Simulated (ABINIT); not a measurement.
# KF (Carobbiite): G0W0 with ABINIT, start to end, part 2 of 3

Aim: the G0W0 gap of KF (Carobbiite) on PBE, step by step.

ABINIT 10.8.3; PBE and many-body steps on it, plane waves. Known limits of the many-body steps: not at the basis limit; coarse k mesh.

So far. Step 2 (Ground state): The gap is direct, at Γ.

### Step 3. Bands along the symmetry lines

Level of this step: DFT, PBE, plane waves, norm-conserving pseudopotentials (ABINIT).

The cheap functional maps the bands first; the places of the edges decide which points the dearer methods must see.

run.abi reads:

```
acell 3*1.0 Angstrom
rprim 
  0.000000000000 2.671850000000 2.671850000000
  2.671850000000 0.000000000000 2.671850000000
  2.671850000000 2.671850000000 0.000000000000
ntypat 2
znucl 19 9
natom 2
typat 1 2
xred 
  0.000000000000 0.000000000000 0.000000000000
  0.500000000000 0.500000000000 0.500000000000
pp_dirpath "pseudos"
pseudos "K.upf, F.upf"
ecut 36
iscf -2
irdden 1
kptopt 0
nkpt 50
kpt 
  0.00000000 0.00000000 0.00000000
  0.06250000 0.00000000 0.06250000
  0.12500000 0.00000000 0.12500000
  0.18750000 0.00000000 0.18750000
  0.25000000 0.00000000 0.25000000
  0.31250000 0.00000000 0.31250000
  0.37500000 0.00000000 0.37500000
  0.43750000 0.00000000 0.43750000
  0.50000000 0.00000000 0.50000000
  0.51562500 0.03125000 0.51562500
  0.53125000 0.06250000 0.53125000
  0.54687500 0.09375000 0.54687500
  0.56250000 0.12500000 0.56250000
  0.57812500 0.15625000 0.57812500
  0.59375000 0.18750000 0.59375000
  0.60937500 0.21875000 0.60937500
  0.62500000 0.25000000 0.62500000
  0.37500000 0.37500000 0.75000000
  0.32812500 0.32812500 0.65625000
  0.28125000 0.28125000 0.56250000
  0.23437500 0.23437500 0.46875000
  0.18750000 0.18750000 0.37500000
  0.14062500 0.14062500 0.28125000
  0.09375000 0.09375000 0.18750000
  0.04687500 0.04687500 0.09375000
  0.00000000 0.00000000 0.00000000
  0.06250000 0.06250000 0.06250000
  0.12500000 0.12500000 0.12500000
  0.18750000 0.18750000 0.18750000
  0.25000000 0.25000000 0.25000000
  0.31250000 0.31250000 0.31250000
  0.37500000 0.37500000 0.37500000
  0.43750000 0.43750000 0.43750000
  0.50000000 0.50000000 0.50000000
  0.50000000 0.46875000 0.53125000
  0.50000000 0.43750000 0.56250000
  0.50000000 0.40625000 0.59375000
  0.50000000 0.37500000 0.62500000
  0.50000000 0.34375000 0.65625000
  0.50000000 0.31250000 0.68750000
  0.50000000 0.28125000 0.71875000
  0.50000000 0.25000000 0.75000000
  0.50000000 0.21875000 0.71875000
  0.50000000 0.18750000 0.68750000
  0.50000000 0.15625000 0.65625000
  0.50000000 0.12500000 0.62500000
  0.50000000 0.09375000 0.59375000
  0.50000000 0.06250000 0.56250000
  0.50000000 0.03125000 0.53125000
  0.50000000 0.00000000 0.50000000
istwfk *1
nband 15
nbdbuf 2
tolwfr 1e-08
nstep 40
prtwf 0
prtvol 0
indata_prefix "in"
outdata_prefix "out"
tmpdata_prefix "tmp"
```

Started as:

```
$ OMP_NUM_THREADS=1 mpirun -n 8 abinit run.abi > log
```

Numbers of over 12 decimals in the logs are rounded to 6 here.

What it wrote:

```text
.Version 10.8.3 of ABINIT. v10.8.2 released Aug 2026.

 Symmetries : space group Fm -3 m (#225); Bravais cF (face-center cubic)
[... echo of the input left out ...]
== DATASET  1 ==================================================================
-   mpi_nproc: 8, omp_nthreads: 1 (-1 if OMP is not activated)

--- !DatasetInfo
iteration_state: {dtset: 1, }
dimensions: {natom: 2, nkpt: 50, mband: 15, nsppol: 1, nspinor: 1, nspden: 1, mpw: 2693, }
cutoff_energies: {ecut:  36.0, pawecutdg:  -1.0, }
electrons: {nelect:   1.60000000E+01, charge:   0.00000000E+00, occopt:   1.00000000E+00, tsmear:   1.00000000E-02, }

 Real(R)+Recip(G) space primitive vectors, cartesian coordinates (Bohr,Bohr^-1):
 R(1)=  0.0000000  5.0490647  5.0490647  G(1)= -0.0990282  0.0990282  0.0990282
 R(2)=  5.0490647  0.0000000  5.0490647  G(2)=  0.0990282 -0.0990282  0.0990282
 R(3)=  5.0490647  5.0490647  0.0000000  G(3)=  0.0990282  0.0990282 -0.0990282
 Unit cell volume ucvol=  2.5743217E+02 bohr^3
 Angles (23,13,12)=  6.00000000E+01  6.00000000E+01  6.00000000E+01 degrees

 getcut: wavevector=  0.0000  0.0000  0.0000  ngfft=  40  40  40
         ecut(hartree)=     36.000   => boxcut(ratio)=   2.07404

--- Pseudopotential description ------------------------------------------------
- K Generated using ONCVPSP code by D. R. Hamann
- 19.00000   9.00000  171031                  znucl, zion, pspdat
12 -101130 2 -1 2222                          pspcod,pspxc,lmax,lloc,mmax
     nproj     2     2     2
  pspatm : epsatm=    8.42413758
         --- l  ekb(1:nproj) -->
             0   10.871123    0.806704
             1    4.379001    0.553647
             2   -3.405842   -1.029115
 pspatm: atomic psp has been read  and splines computed

- F Generated using ONCVPSP code by D. R. Hamann
-  9.00000   7.00000  171031                  znucl, zion, pspdat
12 -101130 2 -1 832                           pspcod,pspxc,lmax,lloc,mmax
     nproj     2     2     1
  pspatm : epsatm=    4.87625608
         --- l  ekb(1:nproj) -->
[...]
2   -2.441503
 pspatm: atomic psp has been read  and splines computed

--------------------------------------------------------------------------------

================================================================================
 prteigrs : about to open file out_EIG
 Non-SCF case, kpt    1 (  0.00000  0.00000  0.00000), residuals and eigenvalues=
  3.31E-09  1.28E-09  3.72E-09  4.88E-09  9.18E-09  4.82E-09  7.04E-09  2.91E-09
  2.73E-09  5.26E-09  9.06E-09  3.05E-09  6.26E-09  6.22E-09  4.64E-09
 -9.5489E-01 -6.7869E-01 -3.3934E-01 -3.3934E-01 -3.3934E-01  4.8043E-03
  4.8043E-03  4.8043E-03  2.3263E-01  3.9781E-01  3.9781E-01  3.9781E-01
[...]
Non-SCF case, kpt    2 (  0.06250  0.00000  0.06250), residuals and eigenvalues=
  5.19E-09  2.10E-09  1.26E-09  4.66E-09  8.59E-09  5.13E-09  4.81E-09  6.47E-09
[...]
4.23E-09  2.61E-09  3.66E-09  6.84E-09  7.44E-09  5.66E-09  3.06E-09  9.18E-09
  1.12E-09  7.71E-09  1.60E-09  7.86E-09  6.31E-09  3.11E-09  6.26E-09
[...]
Non-SCF case, kpt   49 (  0.50000  0.03125  0.53125), residuals and eigenvalues=
[...]
Non-SCF case, kpt   50 (  0.50000  0.00000  0.50000), residuals and eigenvalues=
[...]
-9.5066E-01 -6.7932E-01 -3.5975E-01 -3.4706E-01 -3.4706E-01 -2.8218E-03
  2.7846E-03  2.7846E-03  3.0741E-01  3.8435E-01  4.3910E-01  5.0161E-01
[...]
--- !ResultsGS
iteration_state: {dtset: 1, }
comment   : Summary of ground state results
lattice_vectors:
- [  0.0000000,   5.0490647,   5.0490647, ]
- [  5.0490647,   0.0000000,   5.0490647, ]
- [  5.0490647,   5.0490647,   0.0000000, ]
lattice_lengths: [   7.14046,    7.14046,    7.14046, ]
lattice_angles: [ 60.000,  60.000,  60.000, ] # degrees, (23, 13, 12)
lattice_volume:   2.5743217E+02
convergence: {deltae:  0.000E+00, res2:  0.000E+00, residm:  9.975E-09, diffor:  0.000E+00, }
etotal    :  -5.48240946E+01
entropy   :   0.00000000E+00
fermie    :   4.80427879E-03
cartesian_stress_tensor: null
pressure_GPa: null
xred      :
- [  0.0000E+00,   0.0000E+00,   0.0000E+00,  K]
- [  5.0000E-01,   5.0000E-01,   5.0000E-01,  F]
cartesian_forces: null
force_length_stats: {min: null, max: null, mean: null, }

 Integrated electronic density in atomic spheres:
 ------------------------------------------------
 Atom  Sphere_radius  Integrated_density
[...]
================================================================================

 ----iterations are completed or convergence reached----

 Mean square residual over all n,k,spin=   53.980E-10; max=  99.747E-10
 reduced coordinates (array xred) for    2 atoms
       0.000000000000      0.000000000000      0.000000000000
       0.500000000000      0.500000000000      0.500000000000

 cartesian coordinates (angstrom) at end:
    1      0.000000     0.000000     0.000000
    2      2.671850     2.671850     2.671850
 length scales=  1.889726125908  1.889726125908  1.889726125908 bohr
              =  1.000000000000  1.000000000000  1.000000000000 angstroms
 prteigrs : about to open file out_EIG
 Eigenvalues (hartree) for nkpt=  50  k points:
 kpt#   1, nband= 15, wtk=  1.00000, kpt=  0.0000  0.0000  0.0000 (reduced coord)
[...]
kpt#   2, nband= 15, wtk=  1.00000, kpt=  0.0625  0.0000  0.0625 (reduced coord)
[...]
kpt#   3, nband= 15, wtk=  1.00000, kpt=  0.1250  0.0000  0.1250 (reduced coord)
[...]
kpt#  49, nband= 15, wtk=  1.00000, kpt=  0.5000  0.0313  0.5313 (reduced coord)
  -0.95066   -0.67936   -0.35964   -0.34719   -0.34689   -0.00280    0.00228    0.00267
   0.30843    0.38542    0.43686    0.50164    0.52254    0.52464    0.58271
 kpt#  50, nband= 15, wtk=  1.00000, kpt=  0.5000  0.0000  0.5000 (reduced coord)
  -0.95066   -0.67932   -0.35975   -0.34706   -0.34706   -0.00282    0.00278    0.00278
   0.30741    0.38435    0.43910    0.50161    0.52252    0.52252    0.58469

== END DATASET(S) ==============================================================
================================================================================

 -outvars: echo values of variables after computation  --------
            nband          15
             nkpt          50
          spgroup         225
 [... the other variables as echoed above ...]

 Calculation completed.
```

It took 4.9 s on 8 MPI ranks of Intel Xeon 6975P-C (Granite Rapids), shared host; peak memory 0.56 GiB; 37 s of CPU time.

This step gave:

```yaml
gap: 6.200 eV
k_of_the_valence_top: 0, 0, 0
k_of_the_conduction_bottom: 0, 0, 0
least_direct_gap: 6.200 eV
```

The gap is 6.200 eV, as in the run before at this level.

The electronic bands at the labelled points (eV, zero at the top of the highest filled band; v1 is the highest filled band, c1 the lowest empty one):

| point | v4 | v3 | v2 | v1 | c1 | c2 | c3 | c4 |
| --- | --- | --- | --- | --- | --- | --- | --- | --- |
| Γ | -9.36 | 0.00 | 0.00 | 0.00 | 6.20 | 10.69 | 10.69 | 10.69 |
| halfway | -9.47 | -0.48 | -0.05 | -0.05 | 8.00 | 9.20 | 12.12 | 12.12 |
| X | -9.57 | -0.21 | -0.06 | -0.06 | 8.23 | 10.33 | 11.82 | 13.52 |
| halfway | -9.56 | -0.20 | -0.14 | -0.10 | 8.45 | 10.55 | 11.42 | 13.52 |
| U | -9.51 | -0.33 | -0.19 | -0.19 | 8.98 | 10.74 | 11.08 | 13.51 |
| jump to K | -9.51 | -0.33 | -0.19 | -0.19 | 8.98 | 10.74 | 11.08 | 13.51 |
| halfway | -9.37 | -0.54 | -0.27 | -0.08 | 8.24 | 9.85 | 11.63 | 11.72 |
| Γ | -9.36 | 0.00 | 0.00 | 0.00 | 6.20 | 10.69 | 10.69 | 10.69 |
| halfway | -9.38 | -0.43 | -0.18 | -0.18 | 7.71 | 10.11 | 11.41 | 11.41 |
| L | -9.40 | -0.78 | -0.34 | -0.34 | 9.09 | 10.63 | 12.05 | 12.05 |
| halfway | -9.44 | -0.56 | -0.28 | -0.25 | 9.42 | 10.11 | 11.67 | 12.67 |
| W | -9.45 | -0.40 | -0.16 | -0.16 | 9.75 | 9.75 | 11.21 | 13.35 |
| halfway | -9.51 | -0.23 | -0.20 | -0.09 | 8.66 | 10.73 | 11.06 | 13.50 |
| X | -9.57 | -0.21 | -0.06 | -0.06 | 8.23 | 10.33 | 11.82 | 13.52 |

The electronic bands as a text plot (rows in eV, shown from -8.0 to 12.2 only):

```
   11.8 |    +++  ++++++   ++++++++         ++++++++++++       ++
   10.9 |++++          ++++      +++++++++++     +++    +++++++
   10.1 |  ++      ++++    ++++++++++    ++++++++   +++++++++  ++
    9.3 |    +++  +       ++++++                +++++++++  ++
    8.4 |     ++++++++++++      +            +++             ++++
    7.6 |    +                   ++         +
    6.7 | +++                      +++  ++++
    5.9 |+                            ++
    5.0 |
    4.2 |
    3.4 |
    2.5 |
    1.7 |
    0.8 |
    0.0 |********************************************************
   -0.8 |     ****         ******           *************
   -1.7 |
   -2.5 |
   -3.4 |
   -4.2 |
   -5.1 |
   -5.9 |
   -6.7 |
   -7.6 |
         Γ           X  U|K            Γ         L        W     X
```

### Step 4. Empty states on the mesh, 4×4×4 mesh, 155 bands

The sums over transitions need many empty states on a uniform mesh; this step solves for them.

run.abi reads:

```
acell 3*1.0 Angstrom
rprim 
  0.000000000000 2.671850000000 2.671850000000
  2.671850000000 0.000000000000 2.671850000000
  2.671850000000 2.671850000000 0.000000000000
ntypat 2
znucl 19 9
natom 2
typat 1 2
xred 
  0.000000000000 0.000000000000 0.000000000000
  0.500000000000 0.500000000000 0.500000000000
pp_dirpath "pseudos"
pseudos "K.upf, F.upf"
ecut 36
ngkpt 4 4 4
nshiftk 1
shiftk 0 0 0
kptopt 1
chksymbreak 0
irdden 1
istwfk *1
nband 155
prtvol 0
optdriver 6
gwr_task "HDIAGO"
paral_kgb 0
occopt 1
indata_prefix "in"
outdata_prefix "out"
tmpdata_prefix "tmp"
```

What it wrote:

```text
[banner, memory and clock lines left out]
.Version 10.8.3 of ABINIT. v10.8.2 released Aug 2026.

 Symmetries : space group Fm -3 m (#225); Bravais cF (face-center cubic)
[... echo of the input left out ...]
== DATASET  1 ==================================================================
-   mpi_nproc: 8, omp_nthreads: 1 (-1 if OMP is not activated)

--- !DatasetInfo
iteration_state: {dtset: 1, }
dimensions: {natom: 2, nkpt: 8, mband: 155, nsppol: 1, nspinor: 1, nspden: 1, mpw: 2685, }
cutoff_energies: {ecut:  36.0, pawecutdg:  -1.0, }
electrons: {nelect:   1.60000000E+01, charge:   0.00000000E+00, occopt:   1.00000000E+00, tsmear:   1.00000000E-02, }

.Using double precision arithmetic; gwpc =  8

- Reading GS density from: in_DEN

--- Pseudopotential description ------------------------------------------------
- K Generated using ONCVPSP code by D. R. Hamann
- 19.00000   9.00000  171031                  znucl, zion, pspdat
12 -101130 2 -1 2222                          pspcod,pspxc,lmax,lloc,mmax
     nproj     2     2     2
  pspatm : epsatm=    8.42413758
         --- l  ekb(1:nproj) -->
             0   10.871123    0.806704
             1    4.379001    0.553647
             2   -3.405842   -1.029115
 pspatm: atomic psp has been read  and splines computed

- F Generated using ONCVPSP code by D. R. Hamann
-  9.00000   7.00000  171031                  znucl, zion, pspdat
12 -101130 2 -1 832                           pspcod,pspxc,lmax,lloc,mmax
     nproj     2     2     1
  pspatm : epsatm=    4.87625608
         --- l  ekb(1:nproj) -->
             0    6.519403    1.070094
             1   -3.955629   -1.291931
             2   -2.441503
 pspatm: atomic psp has been read  and splines computed

   2.12806299E+02                                ecore*ucvol(ha*bohr**3)

 Total charge density [el/Bohr^3]
)     Maximum=    1.4478E+00  at reduced coord.    0.4750    0.5000    0.5750
)     Minimum=    1.0359E-03  at reduced coord.    0.2500    0.2500    0.2500
   Integrated=    1.6000E+01

 === KS gaps after direct diagonalization ===
 Direct band gap semiconductor
 Fundamental gap:     6.199 (eV)
   VBM:     0.131 (eV) at k: [ 0.0000E+00,  0.0000E+00,  0.0000E+00]
   CBM:     6.330 (eV) at k: [ 0.0000E+00,  0.0000E+00,  0.0000E+00]
 Direct gap:         6.199 (eV) at k: [ 0.0000E+00,  0.0000E+00,  0.0000E+00]

== END DATASET(S) ==============================================================

 -outvars: echo values of variables after computation  --------
           etotal      0.0000000000E+00
            nband         155
             nkpt           8
          spgroup         225
 [... the other variables as echoed above ...]

 Calculation completed.
```

Wall time 13 s (8 MPI ranks); peak memory 3.6 GiB.

Numbers from this step:

```yaml
gap: 6.199 eV
k_of_the_valence_top: 0, 0, 0
k_of_the_conduction_bottom: 0, 0, 0
least_direct_gap: 6.199 eV
k_points_computed: 8
lowest_point_of_the_top_converged_band_above_the_valence_top: 129.7927 eV
```

On this mesh the gap is 6.199 eV.

### Step 5. Screening, 4×4×4 mesh, 147 bands, screening to 195.9 eV

The RPA dielectric matrix is built and inverted for each q.

This step: RPA screening on PBE, plane waves, norm-conserving pseudopotentials.

run.abi: that of step 4 with these lines changed.

```diff
@@ -20,10 +20,11 @@
 chksymbreak 0
-irdden 1
 istwfk *1
-nband 155
-prtvol 0
-optdriver 6
-gwr_task "HDIAGO"
-paral_kgb 0
 occopt 1
+irdwfk 1
+optdriver 3
+nband 147
+ecuteps 7.2
+inclvkb 2
+awtr 1
+symchi 1
 indata_prefix "in"
```

What it wrote:

```text
.Version 10.8.3 of ABINIT. v10.8.2 released Aug 2026.

 Symmetries : space group Fm -3 m (#225); Bravais cF (face-center cubic)
[... echo of the input left out ...]
== DATASET  1 ==================================================================
-   mpi_nproc: 8, omp_nthreads: 1 (-1 if OMP is not activated)

--- !DatasetInfo
iteration_state: {dtset: 1, }
dimensions: {natom: 2, nkpt: 8, mband: 147, nsppol: 1, nspinor: 1, nspden: 1, mpw: 2685, }
cutoff_energies: {ecut:  36.0, pawecutdg:  -1.0, }
electrons: {nelect:   1.60000000E+01, charge:   0.00000000E+00, occopt:   1.00000000E+00, tsmear:   1.00000000E-02, }

 SCREENING: Calculation of the susceptibility and dielectric matrices

 Based on a program developped by R.W. Godby, V. Olevano, G. Onida, and L. Reining.
 Incorporated in ABINIT by V. Olevano, G.-M. Rignanese, and M. Torrent.
.Using double precision arithmetic ; gwpc =  8

[... cell and pseudopotentials left out ...]
--------------------------------------------------------------------------------

 ==== K-mesh for the wavefunctions ====
 Number of points in the irreducible wedge :     8
[... list of points left out ...]
 Together with 48 symmetry operations and time-reversal symmetry
 yields    64 points in the full Brillouin Zone.

 ==== Q-mesh for the screening function ====
 Number of points in the irreducible wedge :     8
[... list of points left out ...]
 Together with 48 symmetry operations and time-reversal symmetry
 yields    64 points in the full Brillouin Zone.

 setmesh: FFT mesh size selected  =    27x   27x   27
          total number of points  =        19683

 vcoul_init : cutoff-mode = AUXILIARY_FUNCTION
 q-points for optical limit:   1
     1)      0.000010    0.000020    0.000030

- screening: taking advantage of time-reversal symmetry
- Maximum band index for partially occupied states nbvw = 8
- Remaining bands to be divided among processors   nbcw = 139
- Number of bands treated by each node ~17

 Number of electrons calculated from density =   16.0000; Expected =   16.0000
 average of density, n =  0.062152
 r_s =    1.5661
 omega_plasma =   24.0483 [eV]

 calculating chi0 at frequencies [eV] :
  1    0.000000E+00    0.000000E+00
  2    0.000000E+00    2.404829E+01

--------------------------------------------------------------------------------
  q-point number  1        q = ( 0.000000, 0.000000, 0.000000) [r.l.u.]
--------------------------------------------------------------------------------
[... chi0 elements left out ...]
 For q-point:  0.000010 0.000020 0.000030
  dielectric constant =   1.8948
  dielectric constant without local fields =   2.1054

  Average fulfillment of the sum rule on Im[epsilon] for q-point    1 :     75.17  [%]
[... wings left out ...]
  q-point number  2        q = ( 0.250000, 0.000000, 0.000000) [r.l.u.]
--------------------------------------------------------------------------------
[... chi0 elements left out ...]
  Average fulfillment of the sum rule on Im[epsilon] for q-point    2 :     81.89  [%]

 [... 6 further q-points ...]
```

Elapsed: 11 s, on 8 MPI ranks; peak memory 1.3 GiB; 86 s of CPU time.

This step gave:

```yaml
eps_infinity_with_local_fields_on_this_mesh_along_the_program_s_q_direction: 1.895
the_same_without_local_fields: 2.105
plasma_frequency: 24.05 eV
plane_waves_in_the_screening_matrix: 259
```

Local fields lower ε∞ by 10 %. On a Γ-centred mesh this coarse the value itself is usually too large, while a short band sum pulls it down.

[end of part 2 of 3]

[Paths, hosts, dates, memory and timing lines, banners, echoed tables and standing remarks are left out of the program output.]

[Logs are printed without paths, hosts, clocks, repeated set-up lines and the standing remarks that a program may print on its own settings, such as how far it seeks lower states.]

[Runs of the session that timed out or met a known fault of the program may be left out.]

[Hosts, paths, dates, database ids (printed as entryN), source tags and the programs' standing remarks are cut or masked in the printed files.]

[G0W0 gaps are taken among the corrected bands and points alone; a level outside them can change the order at an edge.]

[Where Ansatz stands beside ABINIT at settings called matched, ABINIT's density can come from a denser mesh and the files from another edition; pairs whose starting gaps differed by over 0.03 eV were left out, so agreement reads better than it is.]
